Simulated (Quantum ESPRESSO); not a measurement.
# NiO (P-6m2) in Quantum ESPRESSO: further runs

The runs below take NiO through energy-loss spectrum, with PBEsol.

All numbers are computed with Quantum ESPRESSO 7.5; they aren't measurements. Logs are shortened: lines on timing, memory, paths and dates and some standing lists are left out, and cuts for length are marked.

## 1. The structure

It takes space group P-6m2 (No. 187, hexagonal). The conventional cell has a = 2.783 Å, b = 2.783 Å, c = 2.716 Å, α = 90.00°, β = 90.00°, γ = 120.00°. Ni (site symmetry -6m2) has 6 O at 2.10 Å as nearest neighbours. Around O (site symmetry -6m2) lie 6 Ni at 2.10 Å.

Measurements of this composition are mostly on another form, of space group No. 225.

## 2. Energy-loss spectrum, PBEsol

File pw.in:

```
&CONTROL
  calculation = 'scf'
  prefix = 'pwscf'
  outdir = './tmp'
  pseudo_dir = './pseudo'
  tprnfor = .true.
  tstress = .true.
  disk_io = 'low'
  verbosity = 'high'
/
&SYSTEM
  ibrav = 0
  nat = 2
  ntyp = 2
  ecutwfc = 45
  ecutrho = 360
  nbnd = 19
  occupations = 'smearing'
  smearing = 'fd'
  degauss = 0.00367493
/
&ELECTRONS
  conv_thr = 4d-10
  electron_maxstep = 120
  mixing_beta = 0.5
/
ATOMIC_SPECIES
Ni    58.6934 ni_pbesol_v1.4.uspp.F.UPF
O     15.9990 o_pbesol_v1.2.uspp.F.UPF
CELL_PARAMETERS angstrom
   2.7830607900    0.0000000000    0.0000000000
  -1.3915303900    2.4102013400    0.0000000000
   0.0000000000    0.0000000000    2.7161294400
ATOMIC_POSITIONS angstrom
Ni     0.0000000000    0.0000000000    0.0000000000
O      1.3915303967    0.8034004467    1.3580647200
K_POINTS automatic
6 6 6 0 0 1
```

File scf2.in:

```
&CONTROL
  calculation = 'scf'
  prefix = 'pwscf'
  outdir = './tmp'
  pseudo_dir = './pseudo'
  tprnfor = .true.
  tstress = .true.
  disk_io = 'low'
  verbosity = 'high'
/
&SYSTEM
  ibrav = 0
  nat = 2
  ntyp = 2
  ecutwfc = 45
  ecutrho = 360
  nbnd = 19
  occupations = 'smearing'
  smearing = 'fd'
  degauss = 0.00367493
/
&ELECTRONS
  conv_thr = 1d-11
  electron_maxstep = 120
  mixing_beta = 0.5
  startingpot = 'file'
  startingwfc = 'file'
/
ATOMIC_SPECIES
Ni    58.6934 ni_pbesol_v1.4.uspp.F.UPF
O     15.9990 o_pbesol_v1.2.uspp.F.UPF
CELL_PARAMETERS angstrom
   2.7830607900    0.0000000000    0.0000000000
  -1.3915303900    2.4102013400    0.0000000000
   0.0000000000    0.0000000000    2.7161294400
ATOMIC_POSITIONS angstrom
Ni     0.0000000000    0.0000000000    0.0000000000
O      1.3915303967    0.8034004467    1.3580647200
K_POINTS automatic
6 6 6 0 0 1
```

File eels.in:

```
&LR_INPUT
  prefix = 'pwscf'
  outdir = './tmp'
  restart_step = 5000
  restart = .false.
/
&LR_CONTROL
  calculator = 'lanczos'
  approximation = 'TDDFT'
  q1 = 0.07671909156
  q2 = 0.07671909156
  q3 = 0.07671909156
  itermax = 400
/
```

File spectrum.in:

```
&LR_INPUT
  prefix = 'pwscf'
  outdir = './tmp'
  eels = .true.
  itermax0 = 400
  itermax = 20000
  extrapolation = 'osc'
  epsil = 0.02
  units = 1
  start = 0
  end = 40
  increment = 0.2
/
```

File spectrum_short.in:

```
&LR_INPUT
  prefix = 'pwscf'
  outdir = './tmp'
  eels = .true.
  itermax0 = 266
  itermax = 20000
  extrapolation = 'osc'
  epsil = 0.02
  units = 1
  start = 0
  end = 40
  increment = 0.2
/
```

Potentials or basis: GBRV 1.5 PBEsol.

Started as:

```sh
$ OMP_NUM_THREADS=1 pw.x -in pw.in > pw.out
$ OMP_NUM_THREADS=1 pw.x -in scf2.in > scf2.out
$ OMP_NUM_THREADS=1 turbo_eels.x -in eels.in > eels.out
$ OMP_NUM_THREADS=1 turbo_spectrum.x -in spectrum.in > spectrum.out
$ OMP_NUM_THREADS=1 turbo_spectrum.x -in spectrum_short.in > spectrum_short.out
```

pw.out:

```text
This program is part of the open-source Quantum ESPRESSO suite
     for quantum simulation of materials; please cite
[... 9 lines left out ...]
     --------------------
     sticks:   dense  smooth     PW     G-vecs:    dense   smooth      PW
     Sum         685     349    109                14131     5013     901

     Using Slab Decomposition

     bravais-lattice index     =            0
     lattice parameter (alat)  =       5.2592  a.u.
     unit-cell volume          =     122.9485 (a.u.)^3
     number of atoms/cell      =            2
     number of atomic types    =            2
     number of electrons       =        24.00
     number of Kohn-Sham states=           19
     kinetic-energy cutoff     =      45.0000  Ry
     charge density cutoff     =     360.0000  Ry
     scf convergence threshold =      4.0E-10
     mixing beta               =       0.5000
     number of iterations used =            8  plain     mixing
     Exchange-correlation= SLA  PW   PSX  PSC
                           (   1   4  10   8   0   0   0)

     celldm(1)=   5.259223  celldm(2)=   0.000000  celldm(3)=   0.000000
     celldm(4)=   0.000000  celldm(5)=   0.000000  celldm(6)=   0.000000

     crystal axes: (cart. coord. in units of alat)
               a(1) = (   1.000000   0.000000   0.000000 )
               a(2) = (  -0.500000   0.866025   0.000000 )
               a(3) = (   0.000000   0.000000   0.975950 )

     reciprocal axes: (cart. coord. in units 2 pi/alat)
               b(1) = (  1.000000  0.577350 -0.000000 )
               b(2) = (  0.000000  1.154701  0.000000 )
               b(3) = (  0.000000 -0.000000  1.024642 )

     PseudoPot. # 1 for Ni read from file:
     ni_pbesol_v1.4.uspp.F.UPF
     Pseudo is Ultrasoft + core correction, Zval = 18.0
     Generated by new atomic code, or converted to UPF format
     Using radial grid of  865 points,  6 beta functions with:
                l(1) =   0
                l(2) =   0
                l(3) =   1
                l(4) =   1
                l(5) =   2
                l(6) =   2
     Q(r) pseudized with 10 coefficients,  rinner =    0.980   0.980   0.980
                                                       0.980   0.980

     PseudoPot. # 2 for O  read from file:
     o_pbesol_v1.2.uspp.F.UPF
     Pseudo is Ultrasoft + core correction, Zval =  6.0
     Generated by new atomic code, or converted to UPF format
     Using radial grid of  737 points,  5 beta functions with:
                l(1) =   0
                l(2) =   0
                l(3) =   1
                l(4) =   1
                l(5) =   2
     Q(r) pseudized with  8 coefficients,  rinner =    0.900   0.900   0.900
                                                       0.900   0.900

     atomic species   valence    mass     pseudopotential
     Ni               18.00    58.69340     Ni( 1.00)
     O                 6.00    15.99900     O ( 1.00)

     12 Sym. Ops. (no inversion) found

                                    s                        frac. trans.

      isym =  1     identity

 cryst.   s( 1) = (     1          0          0      )
                  (     0          1          0      )
                  (     0          0          1      )

 cart.    s( 1) = (  1.0000000 -0.0000000  0.0000000 )
                  (  0.0000000  1.0000000  0.0000000 )
                  (  0.0000000  0.0000000  1.0000000 )

      isym =  2     180 deg rotation - cart. axis [0,1,0]

 cryst.   s( 2) = (    -1          0          0      )
                  (     1          1          0      )
                  (     0          0         -1      )

 cart.    s( 2) = ( -1.0000000  0.0000000  0.0000000 )
                  (  0.0000000  1.0000000  0.0000000 )
                  (  0.0000000  0.0000000 -1.0000000 )

      isym =  3     120 deg rotation - cryst. axis [0,0,1]

[... 56 lines left out ...]
                  (  0.0000000  0.0000000  1.0000000 )
[... 7 lines left out ...]
 cart.    s( 9) = ( -0.5000000  0.8660254  0.0000000 )
                  ( -0.8660254 -0.5000000  0.0000000 )
                  (  0.0000000  0.0000000 -1.0000000 )

      isym = 10     inv.  60 deg rotation - cryst. axis [0,0,-1]

 cryst.   s(10) = (     0          1          0      )
                  (    -1         -1          0      )
                  (     0          0         -1      )

 cart.    s(10) = ( -0.5000000 -0.8660254  0.0000000 )
                  (  0.8660254 -0.5000000  0.0000000 )
                  (  0.0000000  0.0000000 -1.0000000 )
[... 17 lines left out ...]
 cart.    s(12) = (  0.5000000 -0.8660254  0.0000000 )
                  ( -0.8660254 -0.5000000  0.0000000 )
                  (  0.0000000  0.0000000  1.0000000 )

   Cartesian axes

     site n.     atom                  positions (alat units)
         1        Ni     tau(   1) = (   0.0000000   0.0000000   0.0000000  )
         2        O      tau(   2) = (   0.5000000   0.2886751   0.4879752  )

   Crystallographic axes

     site n.     atom                  positions (cryst. coord.)
         1        Ni     tau(   1) = (  0.0000000  0.0000000  0.0000000  )
         2        O      tau(   2) = (  0.6666667  0.3333333  0.5000000  )

     number of k points=    21  Fermi-Dirac smearing, width (Ry)=  0.0037
                       cart. coord. in units 2pi/alat
        k(    1) = (   0.0000000   0.0000000   0.0853868), wk =   0.0185185
        k(    2) = (   0.0000000   0.0000000   0.2561605), wk =   0.0185185
        k(    3) = (   0.0000000   0.0000000   0.4269342), wk =   0.0185185
        k(    4) = (   0.0000000   0.1924501   0.0853868), wk =   0.1111111
        k(    5) = (   0.0000000   0.1924501   0.2561605), wk =   0.1111111
        k(    6) = (   0.0000000   0.1924501   0.4269342), wk =   0.1111111
[... 13 lines left out ...]
        k(   20) = (   0.3333333   0.5773503   0.2561605), wk =   0.0370370
        k(   21) = (   0.3333333   0.5773503   0.4269342), wk =   0.0370370

                       cryst. coord.
        k(    1) = (   0.0000000   0.0000000   0.0833333), wk =   0.0185185
        k(    2) = (   0.0000000   0.0000000   0.2500000), wk =   0.0185185
        k(    3) = (   0.0000000   0.0000000   0.4166667), wk =   0.0185185
        k(    4) = (   0.0000000   0.1666667   0.0833333), wk =   0.1111111
        k(    5) = (   0.0000000   0.1666667   0.2500000), wk =   0.1111111
        k(    6) = (   0.0000000   0.1666667   0.4166667), wk =   0.1111111
[... 13 lines left out ...]
        k(   20) = (   0.3333333   0.3333333   0.2500000), wk =   0.0370370
        k(   21) = (   0.3333333   0.3333333   0.4166667), wk =   0.0370370

     Dense  grid:    14131 G-vectors     FFT dimensions: (  32,  32,  32)

     Smooth grid:     5013 G-vectors     FFT dimensions: (  24,  24,  24)

     Check: negative core charge=   -0.000006

     Initial potential from superposition of free atoms

     starting charge      22.0000, renormalised to      24.0000
     Starting wfcs are   17 randomized atomic wfcs +    2 random wfcs

     Self-consistent Calculation

     iteration #  1     ecut=    45.00 Ry     beta= 0.50
     Davidson diagonalization with overlap

---- Real-time Memory Report at c_bands before calling an iterative solver
            66 MiB given to the printing process from OS
            15 MiB allocation reported by mallinfo(arena+hblkhd)
------------------
     ethr =  1.00E-02,  avg # of iterations =  5.0
[... 163 lines left out ...]
---- Real-time Memory Report at c_bands before calling an iterative solver
            94 MiB given to the printing process from OS
            40 MiB allocation reported by mallinfo(arena+hblkhd)
------------------
     ethr =  1.91E-12,  avg # of iterations =  1.4

     End of self-consistent calculation

          k = 0.0000 0.0000 0.0854 (   629 PWs)   bands (ev):

   -88.9753 -49.6503 -49.4516 -49.4516  -6.3603   9.5450   9.8331   9.8331
    11.3423  12.7446  12.7446  13.9540  13.9540  15.5183  28.6343  31.0421
    31.0421  33.2106  35.6499
[... 221 lines left out ...]
     occupation numbers
     1.0000   1.0000   1.0000   1.0000   1.0000   1.0000   1.0000   1.0000
     1.0000   1.0000   1.0000   0.0084   0.0000   0.0000   0.0000   0.0000
     0.0000   0.0000   0.0000

     the Fermi energy is    13.8771 ev

!    total energy              =    -375.21538484 Ry
     estimated scf accuracy    <          1.3E-12 Ry
     smearing contrib. (-TS)   =      -0.00117556 Ry
     internal energy E=F+TS    =    -375.21420927 Ry

     The total energy is F=E-TS. E is the sum of the following terms:
     one-electron contribution =    -219.02980690 Ry
     hartree contribution      =     123.92704958 Ry
     xc contribution           =     -42.28780597 Ry
     ewald contribution        =    -237.82364598 Ry

     convergence has been achieved in  15 iterations

     Forces acting on atoms (cartesian axes, Ry/au):

     atom    1 type  1   force =     0.00000000    0.00000000    0.00000000
     atom    2 type  2   force =     0.00000000    0.00000000    0.00000000
     The non-local contrib.  to forces
     atom    1 type  1   force =     0.00000000    0.00000000    0.00000000
     atom    2 type  2   force =     0.00000000    0.00000000    0.00000000
     The ionic contribution  to forces
     atom    1 type  1   force =     0.00000004    0.00000003    0.00000000
     atom    2 type  2   force =    -0.00000004   -0.00000003   -0.00000000
     The local contribution  to forces
     atom    1 type  1   force =     0.00000000    0.00000000   -0.00000000
     atom    2 type  2   force =    -0.00000000   -0.00000000    0.00000000
     The core correction contribution to forces
     atom    1 type  1   force =    -0.00000000   -0.00000000    0.00000000
     atom    2 type  2   force =    -0.00000000   -0.00000000    0.00000000
     The Hubbard contrib.    to forces
     atom    1 type  1   force =     0.00000000    0.00000000    0.00000000
     atom    2 type  2   force =     0.00000000    0.00000000    0.00000000
     The SCF correction term to forces
     atom    1 type  1   force =    -0.00000000   -0.00000000   -0.00000000
     atom    2 type  2   force =    -0.00000000    0.00000000   -0.00000000

     Total force =     0.000000     Total SCF correction =     0.000000

     Computing stress (Cartesian axis) and pressure

          total   stress  (Ry/bohr**3)                   (kbar)     P=     -108.22
  -0.00063201   0.00000000   0.00000000          -92.97        0.00        0.00
   0.00000000  -0.00063201   0.00000000            0.00      -92.97        0.00
   0.00000000   0.00000000  -0.00094292            0.00        0.00     -138.71

     kinetic stress (kbar)  48841.75     -0.00      0.00
                               -0.00  48841.75      0.00
                                0.00      0.00  48055.89

     local   stress (kbar)  -1444.32     -0.00     -0.00
                               -0.00  -1444.32     -0.00
                               -0.00     -0.00 -14900.69

     nonloc. stress (kbar)  18650.88     -0.00      0.00
                               -0.00  18650.88      0.00
                                0.00     -0.00  18471.13

     hartree stress (kbar)  47773.29      0.00     -0.00
                                0.00  47773.29      0.00
                               -0.00      0.00  52729.36

     exc-cor stress (kbar) -13456.36      0.00     -0.00
                                0.00 -13456.36      0.00
                               -0.00      0.00 -13453.52

     corecor stress (kbar)  -2469.90     -0.00      0.00
                               -0.00  -2469.90      0.00
                                0.00      0.00  -2466.86

     ewald   stress (kbar) -97988.33     -0.00     -0.00
                               -0.00 -97988.33     -0.00
                               -0.00     -0.00 -88574.02

     hubbard stress (kbar)      0.00      0.00      0.00
                                0.00      0.00      0.00
                                0.00      0.00      0.00

     DFT-D   stress (kbar)      0.00      0.00      0.00
                                0.00      0.00      0.00
                                0.00      0.00      0.00

     XDM     stress (kbar)      0.00      0.00      0.00
                                0.00      0.00      0.00
                                0.00      0.00      0.00

     dft-nl  stress (kbar)      0.00      0.00      0.00
                                0.00      0.00      0.00
                                0.00      0.00      0.00

     TS-vdW  stress (kbar)      0.00      0.00      0.00
                                0.00      0.00      0.00
                                0.00      0.00      0.00

     MDB     stress (kbar)      0.00      0.00      0.00
                                0.00      0.00      0.00
                                0.00      0.00      0.00

     3D-RISM stress (kbar)      0.00      0.00      0.00
                                0.00      0.00      0.00
                                0.00      0.00      0.00

=------------------------------------------------------------------------------=
   JOB DONE.
=------------------------------------------------------------------------------=
```

Wall time 9.8 min (1 thread of Arm Neoverse V2, shared host); peak memory 0.48 GiB.

Results:

| Quantity | Value |
| --- | --- |
| Free energy | -5105.0654 eV |
| Pressure | -10.8 GPa |
| Band gap on the k mesh | none (metal or under the smearing width) |
| Peak of the energy-loss function | 24.6 eV |

Energy-loss function at q = [0.17321, 0.17321, 0.17321] (Å⁻¹, cartesian):
```json
{"energy (eV)": "0.0", "loss": "0.000"}
{"energy (eV)": "1.8", "loss": "0.016"}
{"energy (eV)": "3.4", "loss": "0.156"}
{"energy (eV)": "5.2", "loss": "0.252"}
{"energy (eV)": "7.0", "loss": "0.343"}
{"energy (eV)": "8.6", "loss": "0.406"}
{"energy (eV)": "10.4", "loss": "0.348"}
{"energy (eV)": "12.2", "loss": "0.271"}
{"energy (eV)": "13.8", "loss": "0.290"}
{"energy (eV)": "15.6", "loss": "0.399"}
{"energy (eV)": "17.4", "loss": "0.507"}
{"energy (eV)": "19.0", "loss": "0.563"}
{"energy (eV)": "20.8", "loss": "0.691"}
{"energy (eV)": "22.4", "loss": "0.907"}
{"energy (eV)": "24.2", "loss": "1.074"}
{"energy (eV)": "26.0", "loss": "1.024"}
{"energy (eV)": "27.6", "loss": "0.882"}
{"energy (eV)": "29.4", "loss": "0.731"}
{"energy (eV)": "31.2", "loss": "0.655"}
{"energy (eV)": "32.8", "loss": "0.628"}
{"energy (eV)": "34.6", "loss": "0.659"}
{"energy (eV)": "36.4", "loss": "0.777"}
{"energy (eV)": "38.0", "loss": "0.779"}
{"energy (eV)": "39.8", "loss": "0.646"}
```

Caveat: the k mesh is coarse (spacing up to 0.43 Å⁻¹), so the values aren't converged; the wave vector is under the mesh spacing, so the intraband response is poorly sampled; the Lanczos chain is short for so many electrons, so humps in the spectrum may be artefacts; the run has no spin polarisation, though such a crystal can be magnetic; semilocal functionals often make such compounds metallic where correlation or magnetic order opens a gap, which also shifts bond lengths. Spin polarisation is off, so any magnetic state and its effect on volume and gap are missing.

(Continued in part 2 of 2.)
